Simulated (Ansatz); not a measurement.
**7 guesses for Al₂Cu and where they end**

Method: Ansatz, DFT PBE, scalar-relativistic, plane waves, PAW. Settings: cutoff 420 eV, Γ-centred meshes spaced at most about 0.3 Å⁻¹, and about 0.25 Å⁻¹ or finer for metals (2π included), Gaussian smearing. No spin polarisation in the final relaxations.

Each guess was relaxed in cell and atoms at zero pressure, within the symmetry of its start. These are static total energies at zero pressure. Coordination counts all near atoms (those within 1.25 times the shortest distance at each site; a plus sign parts nearer from farther groups; a slash parts the counts of unlike sites).

```csv
guess,made from,start group,V start (Å³/atom),end group,V end (Å³/atom),coordination at the end,gap on mesh (eV),E over the lowest end (meV/atom)
1,random cell,P4,15.8,P4/m,24.0,"Al 7, Cu 6",0,737
2,a Materials Project cell,P4/mmm,16.2,P4/mmm,16.3,"Al 4+6, Cu 8+2",0,156
3,a Materials Project cell,I4/mmm,15.7,Fm-3m (fluorite),16.1,"Al 4+6, Cu 8",0,0
4,a cell as deposited in COD,I4/mcm,15.0,I4/mcm,14.9,"Al 15, Cu 10",0,23
5,random cell,Fd-3m,16.8,?,?,?,?,?
6,random cell,P-3m1,15.7,P6/mmm,17.4,"Al 6/10, Cu 6+3",0,330
7,random cell,R3m,16.2,F-43m,17.5,"Al 8/4+6, Cu 4+6",0,341
```

Guess 5 as it starts:

```
Al Cu
1.0
     0.00000    3.69668    3.69668
     3.69668    0.00000    3.69668
     3.69668    3.69668    0.00000
Al Cu
4 2
Direct
  0.62500 0.62500 0.62500
  0.62500 0.62500 0.12500
  0.62500 0.12500 0.62500
  0.12500 0.62500 0.62500
  0.50000 0.50000 0.50000
  0.75000 0.75000 0.75000
```

Problem. Predict the end of this guess and its energy over the lowest end.

Solution. It ends in the beta-cristobalite type, space group Fd-3m (No. 227), with a = 10.518 Å, 48.5 Å³/atom and no gap. It lies 1.12 eV/atom over the lowest end, above guess 1 and so the highest of the set. Counting all near atoms, this end has Al 2, Cu 4 and the lowest (guess 3) has Al 4+6, Cu 8.

```cif
data_structure
_symmetry_space_group_name_H-M 'Fd-3m:1'
_symmetry_Int_Tables_number 227
_cell_length_a 10.5184
_cell_length_b 10.5184
_cell_length_c 10.5184
_cell_angle_alpha 90.000
_cell_angle_beta 90.000
_cell_angle_gamma 90.000
_cell_volume 1163.71
loop_
_atom_site_label
_atom_site_type_symbol
_atom_site_symmetry_multiplicity
_atom_site_Wyckoff_symbol
_atom_site_fract_x
_atom_site_fract_y
_atom_site_fract_z
_atom_site_occupancy
Al1 Al 16 c 0.12500 0.12500 0.12500 1
Cu1 Cu 8 a 0.50000 0.00000 0.50000 1
```

Energies over the elements count from the elements' standard structures at the same level, with no fitted energy shifts.

Problem. Is the lowest end bound against the elements?

Solution. Yes: its formation energy is −0.18 eV/atom. Whether it is stable depends on the other phases of the system, which aren't compared here.

For metals, differences of a few meV/atom aren't resolved. With atoms moved at random, I4/mcm came back. Other cells relaxed within their symmetry can be saddle points. Some structure types and database cells were kept out of the candidates from the start, so a known form may be missing.

The cristobalite end follows from the starting geometry. Symmetry fixes every site, with Al midway between two Cu atoms, so the strongly compressed Al–Cu contacts can lengthen only if the whole cell swells. In silica such a framework is held by strong, directional polar covalent bonds. Al and Cu differ too little in electronegativity for that, and their delocalised s and p electrons gain more from many neighbours at moderate density. Energy accordingly rises with volume across the set, except that I4/mcm is the densest end yet lies 23 meV/atom above fluorite.

That exception runs against the known phase behaviour: the I4/mcm form is the equilibrium θ phase, while the fluorite-related θ′ appears as a metastable precipitate in aged Al–Cu alloys. The likely cause is the absence of vibrational entropy from static energies, since it favours θ on heating; an error of the functional may also contribute. The ordering therefore doesn't show that fluorite is the equilibrium form at the temperatures where the alloy is made or aged.
